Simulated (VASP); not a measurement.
# Zn (R-3m) in VASP: notebook, part 2 of 2

VASP 6.6.1. Earlier steps stand in the parts before.

### 3 Single point, LDA

This run uses another cell than the first one, of the same volume but with other edges.

The input, INCAR:

```
SYSTEM = Zn
PREC = Accurate
ENCUT = 520
EDIFF = 1E-6
ISMEAR = 0
SIGMA = 0.15
LREAL = .False.
LASPH = .True.
NELM = 100
ALGO = Fast
ISIF = 2
LWAVE = .False.
LCHARG = .False.
GGA = CA
NBANDS = 12
```

The input, KPOINTS:

```
Automatic mesh
0
Gamma
  24 24 24
  0 0 0
```

The input, POSCAR:

```
Zn
1.0
   -1.9288052462      1.5887727104      1.5887727104
    1.5887727104     -1.9288052462      1.5887727104
    1.5887727104      1.5887727104     -1.9288052462
Zn
1
Direct
    0.0000000000      0.0000000000      0.0000000000
```

Potentials or basis: VASP PAW LDA potentials, release 64 (Zn).

On the command line:

```bash
> cat potpaw_LDA.64/Zn/POTCAR > POTCAR
> mpirun -np 1 vasp_std > vasp.out
```

OUTCAR:

```text
SYSTEM = Zn
   PREC = Accurate
   ENCUT = 520
   EDIFF = 1E-6
   ISMEAR = 0
   LREAL = .False.
   LASPH = .True.
   NELM = 100
   ISIF = 2
   GGA = CA

 ion  position               nearest neighbor table
   1  0.000  0.000  0.000-

  LATTYP: Found a trigonal (rhomboedric) cell.
 ALAT       =     2.9611969081
 COS(alpha) =    -0.4110840653

  Lattice vectors:

 A1 = (  -1.9288052462,   1.5887727104,   1.5887727104)
 A2 = (   1.5887727104,  -1.9288052462,   1.5887727104)
 A3 = (   1.5887727104,   1.5887727104,  -1.9288052462)

Analysis of symmetry for initial positions (statically):
=====================================================================
 Subroutine PRICEL returns:
 Original cell was already a primitive cell.

 Routine SETGRP: Setting up the symmetry group for a
 trigonal (rhombohedral) supercell.

 Subroutine GETGRP returns: Found 12 space group operations
 (whereof 12 operations were pure point group operations)
 out of a pool of 12 trial point group operations.

The static configuration has the point symmetry D_3d.

Analysis of symmetry for dynamics (positions and initial velocities):
=====================================================================
 Subroutine PRICEL returns:
 Original cell was already a primitive cell.

 Routine SETGRP: Setting up the symmetry group for a
 trigonal (rhombohedral) supercell.

 Subroutine GETGRP returns: Found 12 space group operations
 (whereof 12 operations were pure point group operations)
 out of a pool of 12 trial point group operations.

The dynamic configuration has the point symmetry D_3d.

 Subroutine INISYM returns: Found 12 space group operations
 (whereof 12 operations are pure point group operations),
 and found     1 'primitive' translations

----------------------------------------------------------------------------------------

                                     Primitive cell

  volume of cell :      15.4511

  direct lattice vectors                    reciprocal lattice vectors
    -1.928805246  1.588772710  1.588772710     0.077411353  0.361697874  0.361697874
     1.588772710 -1.928805246  1.588772710     0.361697874  0.077411353  0.361697874
     1.588772710  1.588772710 -1.928805246     0.361697874  0.361697874  0.077411353

  length of vectors
     2.961196908  2.961196908  2.961196908     0.517342461  0.517342461  0.517342461

  position of ions in fractional coordinates (direct lattice)
     0.000000000  0.000000000  0.000000000

  ion indices of the primitive-cell ions
   primitive index   ion index
                 1           1

----------------------------------------------------------------------------------------

 KPOINTS: Automatic mesh

Automatic generation of k-mesh.
 Grid dimensions read from file:
 generate k-points for:   24   24   24

 Generating k-lattice:

  Cartesian coordinates                     Fractional coordinates (reciprocal lattice)
     0.003225473  0.015070745  0.015070745     0.041666667  0.000000000  0.000000000
     0.015070745  0.003225473  0.015070745     0.000000000  0.041666667  0.000000000
     0.015070745  0.015070745  0.003225473    -0.000000000 -0.000000000  0.041666667

  Length of vectors
     0.021555936  0.021555936  0.021555936

  Shift w.r.t. Gamma in fractional coordinates (k-lattice)
     0.000000000  0.000000000  0.000000000

 Subroutine IBZKPT returns following result:
 ===========================================

 Found   1313 irreducible k-points:

 Following reciprocal coordinates:
            Coordinates               Weight
  0.000000  0.000000  0.000000      1.000000
  0.041667 -0.000000 -0.000000      6.000000
  0.083333 -0.000000 -0.000000      6.000000
  0.125000 -0.000000 -0.000000      6.000000
  0.166667 -0.000000 -0.000000      6.000000
  0.208333 -0.000000 -0.000000      6.000000
[... 16 lines left out ...]
  0.416667  0.041667 -0.000000     12.000000
  0.458333  0.041667 -0.000000     12.000000
 [... further k-points ...]
   k-points           NKPTS =   1313   k-points in BZ     NKDIM =   1313   number of bands    NBANDS=     12
   number of dos      NEDOS =    301   number of ions     NIONS =      1
   total plane-waves  NPLWV =  13824
   dimension x,y,z NGX =    24 NGY =   24 NGZ =   24
   dimension x,y,z NGXF=    48 NGYF=   48 NGZF=   48
   ions per type =               1
   NGX,Y,Z   is equivalent  to a cutoff of  13.47, 13.47, 13.47 a.u.
   NGXF,Y,Z  is equivalent  to a cutoff of  26.95, 26.95, 26.95 a.u.
 SYSTEM =  Zn
   PREC   = accura    normal or accurate (medium, high low for compatibility)
   ISTART =      0    job   : 0-new  1-cont  2-samecut
   ICHARG =      2    charge: 1-file 2-atom 10-const
   ISPIN  =      1    spin polarized calculation?
   LNONCOLLINEAR =      F non collinear calculations
   LSORBIT =      F    spin-orbit coupling
   LASPH  =      T    aspherical Exc in radial PAW
   ENCUT  =  520.0 eV  38.22 Ry    6.18 a.u.   5.51  5.51  5.51*2*pi/ulx,y,z
   NELM   =    100;   NELMIN=  2; NELMDL= -5     # of ELM steps
   EDIFF  = 0.1E-05   stopping-criterion for ELM
   LREAL  =      F    real-space projection
   EDIFFG = 0.1E-04   stopping-criterion for IOM
   NSW    =      0    number of steps for IOM
   IBRION =     -1    ionic relax: 0-MD 1-quasi-New 2-CG
   NFREE  =      0    steps in history (QN), initial steepest desc. (CG)
   ISIF   =      2    stress and relaxation
   ISYM   =      2    0-nonsym 1-usesym 2-fastsym
   POTIM  = 0.5000    time-step for ionic-motion
   TEBEG  =    0.0;   TEEND  =   0.0 temperature during run
   PSTRESS=    0.0 pullay stress
   NELECT =      12.0000    total number of electrons
   NUPDOWN=      -1.0000    fix difference up-down
   EMIN   =  10.00;   EMAX   =-10.00  energy-range for DOS
   EFERMI =   0.00;   METHOD = LEGACY
   ISMEAR =     0;   SIGMA  =   0.15  broadening in eV -4-tet -1-fermi 0-gaus
   EFERMI_NEDOS =   21; number of points for ismear=-14 and -15
   IALGO  =     68    algorithm
   IMIX   =      4    mixing-type and parameters
     AMIX     =   0.40;   BMIX     =  1.00
     AMIX_MAG =   1.60;   BMIX_MAG =  1.00
  volume/ion in A,a.u.               =      15.45       104.27
  Fermi-wavevector in a.u.,A,eV,Ry     =   1.504811  2.843681 30.809811  2.264457
  Thomas-Fermi vector in A             =   2.615742
   LORBIT       =      0    0 simple, 1 ext, 2 COOP (PROOUT), +10 PAW based schemes
   GGA     = CA    functional components
   LHFCALC =     F    Hartree Fock is set to
   AEXX    =    0.0000 exact exchange contribution
   IVDW    =     0    specifies the selected vdW correction
   LEPSILON=     F    determine dielectric tensor
   LRPA    =     F    only Hartree local field effects (RPA)
 non-spin polarized calculation
 RMM-DIIS sequential band-by-band and
 Gauss-broadening in eV      SIGMA  =   0.15
  energy-cutoff  :      520.00
  volume of cell :       15.45
 maximum number of plane-waves:       438
 NGX is ok and might be reduce to    24

 number of electron      12.0000004 magnetization

 Free energy of the ion-electron system (eV)
  ---------------------------------------------------
  ext. energy  EPLUGINS =         0.00000000
  ---------------------------------------------------
  free energy    TOTEN  =        -1.38243968 eV

  energy without entropy =       -1.37897649  energy(sigma->0) =       -1.38070808

 E-fermi :   2.4607     XC(G=0): -11.7182

 val. band max:        2.4583528337   @ k =  -0.3333  -0.4167   0.1250
 cond. band min:       2.4651324438   @ k =  -0.4583   0.5000   0.2917
 fundamental gap:      0.0067796101
 Fermi energy:         2.4607426834

 k-point     1 :       0.0000    0.0000    0.0000
  band No.  band energies     occupation
      1      -7.7494      2.00000
      2      -6.1455      2.00000
      3      -5.1051      2.00000
      4      -5.1051      2.00000
      5      -4.2730      2.00000
      6      -4.2730      2.00000
      7      14.9418      0.00000
      8      14.9418      0.00000
      9      18.9433      0.00000
     10      19.7213      0.00000
     11      19.7213      0.00000
     12      21.5612      0.00000
[... 331 lines left out ...]
 k-point    24 :       0.4583    0.0417   -0.0000
  band No.  band energies     occupation
      1      -5.9663      2.00000
      2      -5.6446      2.00000
      3      -4.8089      2.00000
      4      -4.6610      2.00000
      5      -4.0893      2.00000
      6       1.8895      2.00000
      7       5.2663      0.00000
      8      12.7619      0.00000
      9      15.0039      0.00000
     10      18.1643      0.00000
     11      19.0061      0.00000
     12      26.2017      0.00000

 [... further k-points ...]

------------------------ aborting loop because EDIFF is reached ----------------------------------------

  FORCE on cell =-STRESS in cart. coord.  units (eV):
  Direction    XX          YY          ZZ          XY          YZ          ZX
  --------------------------------------------------------------------------------------
  -------------------------------------------------------------------------------------
  Total        0.9739774      0.9739774      0.9739774      1.7905582      1.7905582      1.7905582
  in kB      100.9950062    100.9950062    100.9950062    185.6690383    185.6690383    185.6690383
  external PRESSURE =     100.9950062 kB  Pullay stress =       0.0000000 kB

 VOLUME and BASIS-vectors are now :
 -----------------------------------------------------------------------------
  energy-cutoff  :      520.00
  volume of cell :       15.45
      direct lattice vectors                 reciprocal lattice vectors
    -1.928805246  1.588772710  1.588772710     0.077411353  0.361697874  0.361697874
     1.588772710 -1.928805246  1.588772710     0.361697874  0.077411353  0.361697874
     1.588772710  1.588772710 -1.928805246     0.361697874  0.361697874  0.077411353

 POSITION                                       TOTAL-FORCE (eV/Angst)
 -----------------------------------------------------------------------------------
      0.00000      0.00000      0.00000        -0.000000      0.000000     -0.000000
 -----------------------------------------------------------------------------------
    total drift:                               -0.000000      0.000000      0.000000

  FREE ENERGIE OF THE ION-ELECTRON SYSTEM (eV)
  ---------------------------------------------------
  free  energy   TOTEN  =        -1.3824396755 eV

  energy  without entropy=       -1.3789764884  energy(sigma->0) =       -1.38070808
```

OSZICAR:

```text
N       E                     dE             d eps       ncg     rms          rms(c)
DAV:   1     0.428278394361E+02    0.42828E+02   -0.65907E+03 32500   0.158E+03
DAV:   2    -0.114042928077E+00   -0.42942E+02   -0.40677E+02 32548   0.217E+02
DAV:   3    -0.150069192121E+01   -0.13866E+01   -0.13844E+01 36532   0.387E+01
DAV:   4    -0.150432937208E+01   -0.36375E-02   -0.36373E-02 34604   0.196E+00
DAV:   5    -0.150433246915E+01   -0.30971E-05   -0.30970E-05 36464   0.549E-02    0.348E+00
RMM:   6    -0.139711085958E+01    0.10722E+00   -0.22727E-01 38713   0.643E+00    0.237E+00
RMM:   7    -0.138722657927E+01    0.98843E-02   -0.92954E-03 40222   0.144E+00    0.114E+00
RMM:   8    -0.138248043368E+01    0.47461E-02   -0.20964E-03 38527   0.399E-01    0.678E-02
RMM:   9    -0.138245727378E+01    0.23160E-04   -0.48011E-04 41175   0.337E-01    0.592E-02
RMM:  10    -0.138244043926E+01    0.16835E-04   -0.39032E-05 40757   0.683E-02    0.146E-02
RMM:  11    -0.138243967548E+01    0.76379E-06   -0.44029E-06 35227   0.195E-02
   1 F= -.13824397E+01 E0= -.13807081E+01  d E =-.346319E-02
```

stdout:

```text
POSCAR found type information on POSCAR Zn
 POSCAR found :  1 types and       1 ions
 scaLAPACK will be used
 LDA part: xc-table for (Slater(with rela. corr.)+CA(PZ))
 , standard interpolation
 POSCAR, INCAR and KPOINTS ok, starting setup
 FFT: planning ... GRIDC
 FFT: planning ... GRID_SOFT
 FFT: planning ... GRID
 WAVECAR not read
 entering main loop
WARNING in EDDRMM: call to ZHEGV failed, returncode =   6  3     10
WARNING in EDDRMM: call to ZHEGV failed, returncode =   8  4     11
WARNING in EDDRMM: call to ZHEGV failed, returncode =   8  4     11
```

Wall time 2.1 min (1 thread of Intel Xeon Platinum 8375C at 2.90GHz (Ice Lake), shared host); peak memory 0.32 GiB.

What came out:

```
Free energy            : -1.3824 eV
Pressure               : 10.1 GPa
Band gap on the k mesh : none (metal or under the smearing width)
```

Levels at points of the mesh, in eV from the Fermi level:
```tsv
k point	band 4	band 5	band 6	band 7	band 8	band 9
(0.00, 0.00, 0.00)	-7.57	-6.73	-6.73	12.48	12.48	16.48
(0.50, 0.00, 0.00)	-7.12	-6.54	-0.55	2.70	10.50	12.85
(0.50, 0.50, 0.00)	-6.72	-6.67	-3.20	-2.88	7.48	11.92
(0.50, 0.50, 0.50)	-7.05	-6.30	3.33	6.44	6.44	9.07
```

### 4 Single point, LDA

This run uses another cell than the first one, of the same volume but with other edges.

The input, INCAR:

```
PREC     = Accurate       # precision mode
ENCUT    = 520            # plane-wave cutoff, eV
EDIFF    = 1E-7           # SCF threshold, eV
ISMEAR   = 0              # smearing method
SIGMA    = 0.15           # smearing width, eV
LREAL    = False          # projectors in reciprocal space
LASPH    = True           # aspherical terms in the spheres
NELM     = 100            # most SCF steps
ALGO     = Fast           # electronic algorithm
ISIF     = 2              # what is computed and relaxed
LWAVE    = False          # write WAVECAR
LCHARG   = False          # write CHGCAR
GGA      = CA             # functional
NBANDS   = 12             # bands
```

The input, KPOINTS:

```
regular mesh
0
Gamma
  24 24 24
```

The input, POSCAR:

```
Zn
1.0
   -1.4885160776      1.5700786024      1.5700786024
    1.5700786024     -1.4885160776      1.5700786024
    1.5700786024      1.5700786024     -1.4885160776
Zn
1
Direct
    0.0000000000      0.0000000000      0.0000000000
```

On the command line:

```bash
> cat potpaw_LDA.64/Zn/POTCAR > POTCAR
> mpirun -np 1 vasp_std > vasp.out
```

Run time: 2.2 min. Hardware: 1 thread of Intel Xeon Platinum 8375C at 2.90GHz (Ice Lake), shared host; peak memory 0.32 GiB.

It converged, with:

| Quantity | Value |
| --- | --- |
| Free energy | -1.7330 eV |
| Pressure | -7.6 GPa |
| Band gap on the k mesh | none (metal or under the smearing width) |

Stress tensor (GPa, compression positive):
```
-7.60  0.44  0.44
 0.44 -7.60  0.44
 0.44  0.44 -7.60
```

Levels at points of the mesh, in eV from the Fermi level:
| k point | band 2 | band 3 | band 4 | band 5 | band 6 | band 7 | band 8 | band 9 | band 10 | band 11 |
| --- | --- | --- | --- | --- | --- | --- | --- | --- | --- | --- |
| (0.00, 0.00, 0.00) | -7.94 | -7.94 | -7.69 | -7.33 | -7.33 | 17.28 | 18.38 | 18.38 | 21.03 | 21.03 |
| (0.50, 0.00, 0.00) | -8.19 | -7.34 | -7.28 | -7.05 | -2.87 | -1.55 | 11.70 | 12.99 | 15.70 | 17.22 |
| (0.50, 0.50, 0.00) | -8.12 | -7.38 | -7.35 | -6.97 | -2.34 | -0.51 | 9.76 | 13.33 | 14.08 | 17.32 |
| (0.50, 0.50, 0.50) | -8.38 | -7.22 | -7.03 | -7.03 | 3.95 | 3.95 | 4.58 | 7.33 | 8.70 | 8.70 |
